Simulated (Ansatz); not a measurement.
# HfB: the cost of one run

Method: DFT PBE, scalar-relativistic, plane waves, PAW, in Ansatz 0.2.0.

1 further run of the same task is left out (set aside as unsound or not needed).

### Step 1. The structure to begin with

Symmetry: Fm-3m, No. 225, cubic system. The conventional cell has a = 4.620 Å, b = 4.620 Å, c = 4.620 Å, α = 90.00°, β = 90.00°, γ = 90.00°. Hf (site symmetry m-3m) has 6 B at 2.31 Å as nearest neighbours. B (site symmetry m-3m) is surrounded by 6 Hf at 2.31 Å.

Structure file:

```cif
data_structure
_symmetry_space_group_name_H-M 'P 1'
_symmetry_Int_Tables_number 1
_cell_length_a 3.2668
_cell_length_b 3.2668
_cell_length_c 3.2668
_cell_angle_alpha 60.000
_cell_angle_beta 60.000
_cell_angle_gamma 60.000
_cell_volume 24.65
loop_
_atom_site_label
_atom_site_type_symbol
_atom_site_fract_x
_atom_site_fract_y
_atom_site_fract_z
_atom_site_occupancy
Hf1 Hf 0.50000 0.50000 0.50000 1
B1 B 0.00000 0.00000 0.00000 1
```

The structure comes from the Crystallography Open Database.

### Step 2. A distortion that keeps the symmetry

What differs from the listed cell: strain xx, yy, zz, yz, xz, xy = +2.5, +2.5, +2.5, +0.0, +0.0, +0.0 %.

Input file input.yaml:

```yaml
crystal:
  lattice:
    - [0.0, 2.3681658, 2.3681658]
    - [2.3681658, 0.0, 2.3681658]
    - [2.3681658, 2.3681658, 0.0]
  atoms:
    - { symbol: Hf, position: [0.5, 0.5, 0.5] }
    - { symbol: B, position: [0.0, 0.0, 0.0] }
basis:
  ecutwfc: 420
kpoints:
  mp_grid: { grid: [16, 16, 16] }
hamiltonian:
  xc: pbe
scf:
  occupations: { method: gaussian, width: 0.1 }
output:
  forces: true
  stress: true
  eigenvalues: true
```

Launch:

```bash
ansatz run input.yaml --threads 1 --pin off --max-ram 1331MiB --backend cpu --events-out ev --progress --plain --runs-dir out
```

**Question.** How long does this run take on 1 thread of an Arm CPU, shared host, and how much memory does it need?

About 3.4 s, with a peak of 0.35 GiB.
